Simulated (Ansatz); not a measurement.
## SiO2 — ¹⁷O NMR of the central transition

Cell: a structure deposited in the COD (the cell was measured well above room temperature) whose atoms were relaxed with PBE, the cell held.

Space group P4_12_12 (No. 92); a = 4.9930, c = 7.0050 Å.

```
site  Wyckoff  site symmetry       x       y       z
  Si       4a            ..2  0.3024  0.3024  0.0000
   O       8b              1  0.2378  0.1109  0.1820
```

One atom of each set is listed.

Level of theory: DFT, r2SCAN, plane waves and PAW, scalar-relativistic, 500 eV cutoff, Γ-centred 5×5×3 k-points, Fermi–Dirac smearing 0.02 eV (Ansatz 0.2.0).

¹⁷O has I = 5/2 and Q = -25.58 mb (Pyykkö 2018); at 23.5 T its Larmor frequency is ν₀ = 135.7 MHz. Only the quadrupole interaction is simulated: positions count from each site's isotropic chemical shift, and J coupling is left out, as are shift anisotropy and dipolar coupling, which fast spinning averages.

**Question.** Give C_Q, η, the quadrupolar product P_Q = |C_Q|(1 + η²/3)^½, the second-order isotropic shift and the breadth of the pattern (fast magic-angle spinning) for each O site.

**Answer.** 

| site | first shell | C_Q (MHz) | η | P_Q (MHz) | δ_QIS (ppm) | breadth (kHz) |
| --- | --- | --- | --- | --- | --- | --- |
| O | 2 Si at 1.62–1.63 Å, angle 144° | -5.85 | 0.17 | 5.87 | -11.2 | 3.42 |

δ_QIS = −(ν_Q²/30ν₀²)[I(I+1) − 3/4](1 + η²/3) × 10⁶ ppm with ν_Q = 3|C_Q|/[2I(2I−1)]; it falls as 1/B₀² in ppm, and the breadth as 1/B₀ in kHz.

At O V_zz runs parallel to the line that joins its two neighbours (within 1°).

The largest force is 0.3 eV/Å, so the atoms aren't at the calculated equilibrium and relaxing them would move these values.
